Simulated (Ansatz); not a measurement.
Here is an unrelaxed guess for Ge.

```yaml
crystal:
  lattice:
    - [1.98949, -4.59675, 0.00000]
    - [1.98949, 4.59675, 0.00000]
    - [0.00000, 0.00000, 3.52506]
  atoms:
    - { symbol: Ge, position: [0.67805, 0.32195, 0.50000] }
    - { symbol: Ge, position: [0.32195, 0.67805, 0.50000] }
    - { symbol: Ge, position: [0.50000, 0.50000, 0.00000] }
```

Computed with DFT PBE, scalar-relativistic, plane waves, PAW (Ansatz 0.2.0). Cutoff 420 eV; k points 6×6×6 on the computed 3-atom cell (Γ-centred); Gaussian smearing, width 0.10 eV; no spin polarisation.

Energies count from the standard state of Ge at the same level.

Question: How far from equilibrium is it?

Answer: The pressure is 12.7 GPa (the mean over three directions, positive in compression), the largest force is 0.09 eV/Å, and the energy is +0.54 eV/atom against the standard state. The shortest distance is 2.39 Å.

Question: Is it a good guess?

Answer: A fair one: relaxing gains about 0.17 eV/atom (the start's value is from the coarse mesh, so the gain is rough) in 13 ionic steps and ends at +0.37 eV/atom on the finer mesh. The symmetry stays Cmmm (No. 65). The volume per atom grows by 16.2 %, from 21.5 to 25.0 Å³. The shortest distance goes from 2.39 Å (Ge–Ge) to 2.50 Å (Ge–Ge). Conventional cell: a = 3.923 Å, b = 9.887 Å, c = 3.862 Å. Around Ge on a site of symmetry m2m lie 4 Ge at 2.50–2.57 Å; Ge on a site of symmetry mmm is surrounded by 4 Ge at 2.57 Å.

The last run used a 12×12×12 mesh for its 3-atom cell and Gaussian smearing of 0.10 eV. The relaxation can't lower the symmetry of the start, and the grade says only how near the guess is to its own end. A structure relaxed within its symmetry needn't be a true minimum.
